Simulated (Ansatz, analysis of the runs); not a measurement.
# Conductance against length: trans-(CH=CH)1 chain with amine ends, between Au (111) faces with adatoms, and longer members, part 5 of 5

Aim: the decay constant of the conductance with molecular length.

Ansatz 0.2.0; DFT PBE, plane waves, PAW; relaxation of a junction, electrodes held but for their tips (the session's first sound run).

So far, conductance of the junction (G₀): step 3 (the open system, 84 atoms, molecule oligoene 1, amine ends …) 0.0415; step 6 (88 atoms, molecule oligoene 2, amine ends, units 2) 0.0511; step 9 (92 atoms, molecule oligoene 3, amine ends, units 3) 0.0490.

## (11) Relaxing the junction, 96 atoms, molecule oligoene 4, amine ends, units 4

This step: DFT PBE, plane waves, PAW; relaxation of a junction, electrodes held but for their tips (Ansatz 0.2.0).

System of this step: trans-(CH=CH)4 chain with amine ends, between Au (111) faces with adatoms. The cell holds 96 atoms: 74 Au, 2 N, 8 C and 12 H. Its edges and angles: a = 8.825 Å, b = 8.825 Å, c = 34.219 Å, α = 90.0°, β = 90.0°, γ = 60.0°. Electrodes: Au (111) 3x3 face with an adatom; the apex atoms were set 12.939 Å apart; the free molecule is N/C=C/C=C/C=C/C=C/N. Regions: lower lead, 37 atoms (37 Au); bridge, 22 atoms (2 N, 8 C and 12 H); upper lead, 37 atoms (37 Au). The structure is stacked along c, and the current runs across the ab planes.

The bridge and the electrodes' tips relax, while 72 atoms stay at the lead's spacing, so that the ends still repeat as a lead.

File input.yaml:

```yaml
crystal:
  lattice:
    - [8.8246926292, 0.0, 0.0]
    - [4.4123463146, 7.6424079975, 0.0]
    - [0.0, 0.0, 34.2186897666]
  atoms:
    - { symbol: Au, position: [0.722222222, 0.722222222, 0.0] }
    - { symbol: Au, position: [0.722222222, 0.055555556, 0.0] }
    - { symbol: Au, position: [0.722222222, 0.388888889, 0.0] }
    - { symbol: Au, position: [0.055555556, 0.722222222, 0.0] }
    - { symbol: Au, position: [0.055555556, 0.055555556, 0.0] }
    - { symbol: Au, position: [0.055555556, 0.388888889, 0.0] }
    - { symbol: Au, position: [0.388888889, 0.722222222, 0.0] }
    - { symbol: Au, position: [0.388888889, 0.055555556, 0.0] }
    - { symbol: Au, position: [0.388888889, 0.388888889, 0.0] }
    - { symbol: Au, position: [0.833333333, 0.833333333, 0.070189044] }
    - { symbol: Au, position: [0.833333333, 0.166666667, 0.070189044] }
    - { symbol: Au, position: [0.833333333, 0.5, 0.070189044] }
    - { symbol: Au, position: [0.166666667, 0.833333333, 0.070189044] }
    - { symbol: Au, position: [0.166666667, 0.166666667, 0.070189044] }
    - { symbol: Au, position: [0.166666667, 0.5, 0.070189044] }
    - { symbol: Au, position: [0.5, 0.833333333, 0.070189044] }
    - { symbol: Au, position: [0.5, 0.166666667, 0.070189044] }
    - { symbol: Au, position: [0.5, 0.5, 0.070189044] }
    - { symbol: Au, position: [0.944444444, 0.944444444, 0.140378088] }
    - { symbol: Au, position: [0.944444444, 0.277777778, 0.140378088] }
    - { symbol: Au, position: [0.944444444, 0.611111111, 0.140378088] }
    - { symbol: Au, position: [0.277777778, 0.944444444, 0.140378088] }
    - { symbol: Au, position: [0.277777778, 0.277777778, 0.140378088] }
    - { symbol: Au, position: [0.277777778, 0.611111111, 0.140378088] }
    - { symbol: Au, position: [0.611111111, 0.944444444, 0.140378088] }
    - { symbol: Au, position: [0.611111111, 0.277777778, 0.140378088] }
    - { symbol: Au, position: [0.611111111, 0.611111111, 0.140378088] }
    - { symbol: Au, position: [0.055555556, 0.055555556, 0.210567132] }
    - { symbol: Au, position: [0.055555556, 0.388888889, 0.210567132] }
    - { symbol: Au, position: [0.055555556, 0.722222222, 0.210567132] }
[... 7 lines left out ...]
    - { symbol: "N", position: [0.280525417, 0.530054442, 0.312784656] }
    - { symbol: C, position: [0.357643086, 0.457712736, 0.347892925] }
    - { symbol: C, position: [0.36574379, 0.543555614, 0.379341697] }
    - { symbol: C, position: [0.450114982, 0.456889135, 0.415385062] }
    - { symbol: C, position: [0.457757251, 0.543389349, 0.446879629] }
    - { symbol: C, position: [0.542242727, 0.456607359, 0.482931251] }
    - { symbol: C, position: [0.549885056, 0.543107768, 0.514425771] }
    - { symbol: C, position: [0.634256376, 0.456441705, 0.550469168] }
    - { symbol: C, position: [0.642356956, 0.542285147, 0.581917847] }
    - { symbol: "N", position: [0.719474736, 0.469944136, 0.617026152] }
    - { symbol: H, position: [0.194742553, 0.660966109, 0.314022044] }
    - { symbol: H, position: [0.229497866, 0.463693819, 0.298881911] }
    - { symbol: H, position: [0.416299707, 0.315888186, 0.348154052] }
    - { symbol: H, position: [0.307484713, 0.684957975, 0.37816295] }
    - { symbol: H, position: [0.509133943, 0.315211035, 0.416223161] }
    - { symbol: H, position: [0.398835054, 0.685058095, 0.445986348] }
    - { symbol: H, position: [0.601164882, 0.314938638, 0.483824564] }
    - { symbol: H, position: [0.490866096, 0.684785835, 0.513587604] }
    - { symbol: H, position: [0.692515662, 0.315039342, 0.551647996] }
    - { symbol: H, position: [0.583700103, 0.684109745, 0.581656599] }
    - { symbol: H, position: [0.805257188, 0.339032333, 0.61578894] }
    - { symbol: H, position: [0.770502381, 0.536304941, 0.630928767] }
[... 29 lines left out ...]
    - { symbol: Au, position: [0.611111111, 0.944444444, 0.929810956] }
    - { symbol: Au, position: [0.611111111, 0.277777778, 0.929810956] }
    - { symbol: Au, position: [0.944444444, 0.611111111, 0.929810956] }
    - { symbol: Au, position: [0.944444444, 0.944444444, 0.929810956] }
    - { symbol: Au, position: [0.944444444, 0.277777778, 0.929810956] }
    - { symbol: Au, position: [0.277777778, 0.611111111, 0.929810956] }
    - { symbol: Au, position: [0.277777778, 0.944444444, 0.929810956] }
    - { symbol: Au, position: [0.277777778, 0.277777778, 0.929810956] }
kpoints:
  mp_grid: { grid: [2, 2, 1] }
scf:
  occupations: { method: fermi_dirac, width: 0.1 }
hamiltonian:
  xc: pbe
relax:
  constraints:
    - { sites: [0, 1, 2, 3, 4, 5, 6, 7, 8, 9, 10, 11, 12, 13, 14, 15, 16, 17, 18, 19, 20, 21, 22, 23, 24, 25, 26, 27, 28, 29, 30, 31, 32, 33, 34, 35, 60, 61, 62, 63, 64, 65, 66, 67, 68, 69, 70, 71, 72, 73, 74, 75, 76, 77, 78, 79, 80, 81, 82, 83, 84, 85, 86, 87, 88, 89, 90, 91, 92, 93, 94, 95] }
  f_tol: 0.05
  max_steps: 35
```

The run is started by

```
$ ansatz run input.yaml --threads 16 --pin off --max-ram 61440MiB --backend cuda --events-out ev --progress --plain --runs-dir out --max-vram 78GiB
```

Numbers of over 12 decimals in the logs are rounded to 6 here.

What it wrote:

```text
[...]
SCF 1 converged in 7 iterations: F = -976007.740091 eV  dr2 = 1.00e-5
[...]
relax step   2: F+E_penalty+E_count = -976008.02119905 eV  Δ(F+E_penalty+E_count) = -2.811e-1 eV  max|allowed force component| = 7.235e-1 eV/Å  Δτ_max = 0.1985 Å  (5 SCF iters, dr2 threshold 1.00e-4 eV, accepted)
[...]
- { symbol: Au, position: [0.277778, 0.944444, 0.719244] }
    - { symbol: Au, position: [0.611111111, 0.277778, 0.719244] }
    - { symbol: Au, position: [0.611111111, 0.611111111, 0.719244] }
    - { symbol: Au, position: [0.611111, 0.944444, 0.719244] }
    - { symbol: Au, position: [0.944444, 0.277778, 0.719244] }
[...]
- { symbol: Au, position: [0.944444, 0.277778, 0.929811] }
    - { symbol: Au, position: [0.277778, 0.611111111, 0.929811] }
    - { symbol: Au, position: [0.277778, 0.944444, 0.929811] }
    - { symbol: Au, position: [0.277777778, 0.277778, 0.929811] }
[key lines of the parts left out:]
SCF converged after 8 iterations
```

It took 33 s on 1 × NVIDIA GB200 with 16 threads of Arm Neoverse V2, shared host; peak memory 1.9 GiB; 1.7 min of CPU time.

Step by step:

```csv
step,energy less that of the first step (eV),largest force component (eV/Å)
1,0.0000,1.3906
2,-0.2811,0.7235
3,-0.3904,0.3365
4,-0.3588,0.6941
5,-0.4131,0.0728
6,-0.4191,0.0856
7,-0.4242,0.1090
8,-0.4284,0.1236
9,-0.4326,0.1394
10,-0.4376,0.1492
11,-0.4411,0.1339
12,-0.4452,0.1354
13,-0.4481,0.1249
14,-0.4507,0.1095
15,-0.4532,0.0890
16,-0.4553,0.0377
17,-0.4553,0.0377
18,-0.4565,0.0487
```

Relaxation step 4 was tried and not accepted.

The atoms that moved most (Å):

```csv
atom,dx,dy,dz,length
H49,0.169,1.076,-0.136,1.098
H59,-0.169,-1.076,0.136,1.098
H50,-0.718,0.806,0.072,1.082
H57,0.718,-0.806,-0.072,1.082
H48,0.692,0.668,-0.025,0.962
H58,-0.692,-0.668,0.025,0.962
H52,-0.762,0.520,0.129,0.931
H55,0.762,-0.520,-0.129,0.931
```

The largest force component on a free atom ends at 0.049 eV/Å, under the limit of 0.05. The apex atoms end 13.15 Å apart, and their nearest bridge atoms lie at 2.33 Å (Au–N) and 2.33 Å (Au–N).

## (12) The open system, 96 atoms, molecule oligoene 4, amine ends, units 4

This step: DFT PBE, plane waves, PAW; transmission of a junction between electrodes (Ansatz 0.2.0).

The transmission is computed for this geometry in the same way.

File input.yaml:

```yaml
crystal:
  lattice:
    - [8.8246926292, 0.0, 0.0]
    - [4.4123463146, 7.6424079975, 0.0]
    - [0.0, 0.0, 34.2186897666]
  atoms:
    - { symbol: Au, position: [0.722222222, 0.722222222, -1.48e-08] }
    - { symbol: Au, position: [0.722222222, 0.055555556, -1.48e-08] }
    - { symbol: Au, position: [0.722222222, 0.388888889, -1.48e-08] }
    - { symbol: Au, position: [0.055555556, 0.722222222, -1.48e-08] }
    - { symbol: Au, position: [0.055555556, 0.055555556, -1.48e-08] }
    - { symbol: Au, position: [0.055555556, 0.388888889, -1.48e-08] }
    - { symbol: Au, position: [0.388888889, 0.722222222, -1.48e-08] }
    - { symbol: Au, position: [0.388888889, 0.055555556, -1.48e-08] }
    - { symbol: Au, position: [0.388888889, 0.388888889, -1.48e-08] }
    - { symbol: Au, position: [0.833333333, 0.833333333, 0.0701890292] }
    - { symbol: Au, position: [0.833333333, 0.166666667, 0.0701890292] }
    - { symbol: Au, position: [0.833333333, 0.5, 0.0701890292] }
    - { symbol: Au, position: [0.166666667, 0.833333333, 0.0701890292] }
    - { symbol: Au, position: [0.166666667, 0.166666667, 0.0701890292] }
    - { symbol: Au, position: [0.166666667, 0.5, 0.0701890292] }
    - { symbol: Au, position: [0.5, 0.833333333, 0.0701890292] }
    - { symbol: Au, position: [0.5, 0.166666667, 0.0701890292] }
    - { symbol: Au, position: [0.5, 0.5, 0.0701890292] }
    - { symbol: Au, position: [0.944444444, 0.944444444, 0.1403780732] }
    - { symbol: Au, position: [0.944444444, 0.277777778, 0.1403780732] }
    - { symbol: Au, position: [0.944444444, 0.611111111, 0.1403780732] }
    - { symbol: Au, position: [0.277777778, 0.944444444, 0.1403780732] }
    - { symbol: Au, position: [0.277777778, 0.277777778, 0.1403780732] }
    - { symbol: Au, position: [0.277777778, 0.611111111, 0.1403780732] }
    - { symbol: Au, position: [0.611111111, 0.944444444, 0.1403780732] }
    - { symbol: Au, position: [0.611111111, 0.277777778, 0.1403780732] }
    - { symbol: Au, position: [0.611111111, 0.611111111, 0.1403780732] }
    - { symbol: Au, position: [0.055555556, 0.055555556, 0.2105671172] }
    - { symbol: Au, position: [0.055555556, 0.388888889, 0.2105671172] }
    - { symbol: Au, position: [0.055555556, 0.722222222, 0.2105671172] }
[... 7 lines left out ...]
    - { symbol: "N", position: [0.2631510326, 0.6194562026, 0.3126958321] }
    - { symbol: C, position: [0.2910804457, 0.5403237778, 0.3496364689] }
    - { symbol: C, position: [0.3454914817, 0.5940939187, 0.3809926569] }
    - { symbol: C, position: [0.3995963484, 0.501215253, 0.4170055963] }
    - { symbol: C, position: [0.4692127474, 0.5478103843, 0.4471918885] }
    - { symbol: C, position: [0.5307872526, 0.4521896157, 0.4826190378] }
    - { symbol: C, position: [0.6004036516, 0.498784747, 0.5128053301] }
    - { symbol: C, position: [0.6545085183, 0.4059060813, 0.5488182695] }
    - { symbol: C, position: [0.7089195543, 0.4596762222, 0.5801744575] }
    - { symbol: "N", position: [0.7368489674, 0.3805437974, 0.6171150943] }
    - { symbol: H, position: [0.229421943, 0.7483647085, 0.3133023041] }
    - { symbol: H, position: [0.1782143469, 0.6045210396, 0.2949008572] }
    - { symbol: H, position: [0.2821958911, 0.4212907098, 0.3502449674] }
    - { symbol: H, position: [0.3570555727, 0.7117782268, 0.378141751] }
    - { symbol: H, position: [0.3888053294, 0.3832186914, 0.4199998767] }
    - { symbol: H, position: [0.4800365937, 0.6657517169, 0.4440148467] }
    - { symbol: H, position: [0.5199634063, 0.3342482831, 0.4857960797] }
    - { symbol: H, position: [0.6111946706, 0.6167813086, 0.5098110497] }
    - { symbol: H, position: [0.6429444273, 0.2882217732, 0.5516691754] }
    - { symbol: H, position: [0.7178041089, 0.5787092902, 0.579565959] }
    - { symbol: H, position: [0.770578057, 0.2516352915, 0.6165086223] }
    - { symbol: H, position: [0.8217856531, 0.3954789604, 0.6349100691] }
[... 29 lines left out ...]
    - { symbol: Au, position: [0.611111111, 0.944444444, 0.9298109412] }
    - { symbol: Au, position: [0.611111111, 0.277777778, 0.9298109412] }
    - { symbol: Au, position: [0.944444444, 0.611111111, 0.9298109412] }
    - { symbol: Au, position: [0.944444444, 0.944444444, 0.9298109412] }
    - { symbol: Au, position: [0.944444444, 0.277777778, 0.9298109412] }
    - { symbol: Au, position: [0.277777778, 0.611111111, 0.9298109412] }
    - { symbol: Au, position: [0.277777778, 0.944444444, 0.9298109412] }
    - { symbol: Au, position: [0.277777778, 0.277777778, 0.9298109412] }
kpoints:
  mp_grid: { grid: [4, 4, 1] }
scf:
  occupations: { method: fermi_dirac, width: 0.1 }
hamiltonian:
  xc: pbe
output:
  transmission: { leads: [[87, 0]], e_range: [-0.7, 0.7], de: 0.035, kmesh: [4, 4] }
  dos: { projected: true, e_range: [-5, 4] }
  write_potential: true
  write_density: true
  volumetric_format: npy
```

What it wrote:

```text
[...]
Crystal: 96 atoms, lattice volume = 2307.774 Å³
Basis set: ecut = 420 eV, 45121 PW (Γ)
Bands: 876, of which v1, the nominal top of the filled ones, is band 730 counted from 1 (729 counted from 0)
Symmetry: 2 space group operations
[...]
k-points: 10 of 16
[...]
transmission: 468 of 520 steps passed
[...]
SCF converged after 9 iterations
[...]
--- Transmission ---
  basis      : 595 plane waves across, 52 finite elements along
  points     : 10, standing for a mesh of 4 x 4
  on the GPU : 10 of these points
[...]
filled         : 0.2 meV over the level at which it is neutral
    channels       : 7.687500e0 a spin
[...]
junction   : crystal 0 to crystal 0, -0.50 to 31.31 Å
    transmission   : 5.523650e-2 a spin
[...]
resistance     : 1.5438e-1 Ω µm² beyond half of each lead's own
```

Elapsed: 3.2 min, on 1 × NVIDIA GB200 with 16 threads; peak memory 19 GiB; 24 min of CPU time.

The conductance is 0.0560 G₀. The conductance is 1.1 times that of the last run that gave one. The lead's Hamiltonian steps by 30.4 meV, which the program calls too much for a lead. The largest term of the program's error estimate is 36 %, from the k-mesh.

## (13) Comparing the runs

Times are for 1 × NVIDIA GB200 with 16 threads of Arm Neoverse V2, shared host. Results by setting:

```csv
no.,molecule,units,"transmission at the energy nearest the Fermi level, one spin",step of the lead's Hamiltonian (meV),conductance of the junction (S/m²),conductance of the junction (G₀),added resistance times area (Ω um²),time,memory (GiB)
1,"oligoene 1, amine ends",1,0.04126,29.5,4.77e12,0.04151,0.2086,7.5 min,18
2,"oligoene 2, amine ends",2,0.05082,30.6,5.87e12,0.05111,0.1692,3 min,18
3,"oligoene 3, amine ends",3,0.04864,30.3,5.63e12,0.04904,0.1764,2.9 min,18
4,"oligoene 4, amine ends",4,0.05524,30.4,6.43e12,0.05597,0.1544,3.2 min,19
```

The runs together. Table of transmission by energy, zero at the Fermi level:

```csv
energy (eV),"oligoene 1, amine ends, 1","oligoene 2, amine ends, 2","oligoene 3, amine ends, 3","oligoene 4, amine ends, 4"
-0.700,0.0909,0.190,0.517,0.920
-0.630,0.0872,0.163,0.362,0.958
-0.595,0.0879,0.155,0.311,0.850
-0.525,0.0908,0.140,0.236,0.572
-0.490,0.0870,0.127,0.203,0.462
-0.420,0.0683,0.0975,0.140,0.295
-0.350,0.0559,0.0794,0.104,0.184
-0.315,0.0529,0.0744,0.0935,0.154
-0.245,0.0489,0.0669,0.0780,0.114
-0.210,0.0474,0.0637,0.0722,0.101
-0.140,0.0448,0.0586,0.0623,0.0801
-0.070,0.0427,0.0542,0.0545,0.0655
-0.035,0.0419,0.0524,0.0514,0.0599
0.000,0.0413,0.0508,0.0486,0.0552
0.035,0.0409,0.0496,0.0463,0.0513
0.070,0.0410,0.0490,0.0445,0.0481
0.140,0.0426,0.0483,0.0422,0.0437
0.210,0.0637,0.0639,0.0496,0.0489
0.245,0.0445,0.0393,0.0296,0.0274
0.315,0.0225,0.0252,0.0211,0.0205
0.350,0.0203,0.0234,0.0199,0.0194
0.420,0.0186,0.0216,0.0185,0.0181
0.490,0.0178,0.0207,0.0179,0.0176
0.525,0.0176,0.0204,0.0178,0.0176
0.595,0.0174,0.0201,0.0177,0.0178
0.630,0.0173,0.0201,0.0179,0.0181
0.700,0.0173,0.0203,0.0184,0.0191
```

## (14) Conductance and thermopower from T(E), 96 atoms

This step: Landauer integrals over the computed T(E), interpolated linearly between its energies (analysis of the runs above).

The thermopower is 16.6 μV/K. The Lorenz ratio is 1.03, where the Wiedemann-Franz law gives 1. These values rest on a semilocal level alignment and on the mesh across the current. Moving the level by up to 0.1 eV either way gives 11 to 21 μV/K.

## (15) Fit

This step: exponential fit of the conductance against length (analysis of the runs above).

A straight line through the logarithm tests for exponential decay.

Conductance at 300 K, interpolated from T(E) against repeat units:

```csv
repeat units (unit),"conductance at 300 K, interpolated from T(E) (G₀)"
1.00,0.0415
2.00,0.0512
3.00,0.0491
4.00,0.0560
```

Least-squares line through the logarithm of the conductance at 300 K, interpolated from T(E) (ln values against repeat units). The fit:

```csv
slope,intercept,r.m.s. residual,points
0.08555,-3.227,0.05108,4
```

By hand, from the ends of the series: β = ln(0.0415 / 0.0560) / (4 − 1) = -0.10 a unit.

## (16) The decay a length

The same fit against the distance of the apex atoms as built gives a decay per Å, which compares across series.

Conductance at 300 K, interpolated from T(E) against distance of the apex atoms as built:

```csv
distance of the apex atoms as built (Å),"conductance at 300 K, interpolated from T(E) (G₀)"
6.52,0.0415
8.48,0.0512
10.66,0.0491
12.94,0.0560
```

Least-squares line through the logarithm of the conductance at 300 K, interpolated from T(E) (ln values against distance of the apex atoms as built). The fit:

```csv
slope,intercept,r.m.s. residual,points
0.03949,-3.394,0.0528,4
```

The line has a slope of 0.0395 per Å in ln G, and the 4 points scatter about it by 0.053.

## (17) The trend of the thermopower

This step: linear fit of the thermopower against length (analysis of the runs above).

In tunnelling off resonance the thermopower changes about linearly with length; a straight line tests that.

The thermopower at 300 K by repeat units:

```csv
repeat units (unit),thermopower at 300 K (μV/K)
1.00,1.83
2.00,5.36
3.00,10.7
4.00,16.6
```

Least-squares line through the thermopower at 300 K (values against repeat units). The fit:

```csv
slope,intercept,r.m.s. residual,points
4.95,-3.764,0.6,4
```

The line has a slope of 4.95 μV/K a repeat unit, and the 4 points scatter about it by 0.60 μV/K.

## (18) Summary of results

| Quantity | Value |
| --- | --- |
| conductance, trans-(CH=CH)1 chain with amine ends | 0.0415 G₀ (one error term of 50 %, so a rough value at best) |
| thermopower, trans-(CH=CH)1 chain with amine ends | 1.83 μV/K (rough, as the conductance is) |
| conductance, trans-(CH=CH)2 chain with amine ends | 0.0511 G₀ |
| thermopower, trans-(CH=CH)2 chain with amine ends | 5.36 μV/K |
| conductance, trans-(CH=CH)3 chain with amine ends | 0.0490 G₀ |
| thermopower, trans-(CH=CH)3 chain with amine ends | 10.7 μV/K |
| conductance, trans-(CH=CH)4 chain with amine ends | 0.0560 G₀ |
| thermopower, trans-(CH=CH)4 chain with amine ends | 16.6 μV/K |
| decay constant a repeat unit | -0.09 |
| decay constant a length | -0.039 per Å |

The fitted decay constant is -0.086 a repeat unit, or -0.039 per Å. The conductance changes little with length though it is well under one channel: a longer conjugated bridge brings its frontier level nearer to the Fermi level, which can offset the longer path. Semilocal functionals put a molecule's frontier levels too near the Fermi level, so conductances off resonance usually come out too high. The mesh of 4 × 4 points across the current is coarse: where the lead's channel count steps, T(E) can show bumps that belong to the mesh. Transport is coherent and elastic here: the atoms are frozen, so scattering by vibrations plays no part. The free region is short: held atoms still bear up to 0.6 eV/Å after a relaxation. Spin-orbit coupling is left out, which matters for the bands of heavy atoms. In 4 runs the program finds the step of the lead's Hamiltonian too large, so longer leads may change the transmission. One term of the program's error estimate for a conductance, of a junction or of the perfect wire, reaches 50 % in this session.

[Logs are printed without paths, hosts, clocks, repeated set-up lines and the standing remarks that a program may print on its own settings, such as how far it seeks lower states.]

[Hosts, paths, dates, database ids (printed as entryN), source tags and the programs' standing remarks are cut or masked in the printed files.]
